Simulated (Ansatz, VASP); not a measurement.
## One calculation of AlN, two programs

```
Al N
1.0
     0.08031    2.02007    2.02007
     2.02007    0.08031    2.02007
     2.02007    2.02007    0.08031
Al N
1 1
Cartesian
  2.0602 2.0602 2.0602
  0.0000 0.0000 0.0000
```

Alike in both runs: task single point; functional PBE; k mesh 10 × 10 × 10; occupations gaussian, width 0.05 eV; no spin polarisation.

|  | VASP | Ansatz |
| --- | --- | --- |
| version | VASP 6.6.1 | Ansatz 0.2.0 |
| potentials or method | VASP PAW PBE potentials, release 64 (Al, N) | scalar-relativistic, plane waves, PAW |
| plane-wave cutoff (eV) | 520 | 520 |
| valence electrons in the cell | 8 | 8 |

```tsv
	VASP	Ansatz	Ansatz less VASP
gap on the k mesh at the Fermi level (eV)	4.21	4.22	+0.002
least direct gap on the mesh (eV)	6.03	6.01	-0.016
pressure (GPa)	25.0	25.1	+0.10
largest component of the traceless stress (GPa)	14.66	14.65	-0.006
```

Caveats: so large a pressure means that the cell lies far from this level's equilibrium, or that cutoff or potentials fall short (VASP). A k mesh can miss the band edges.
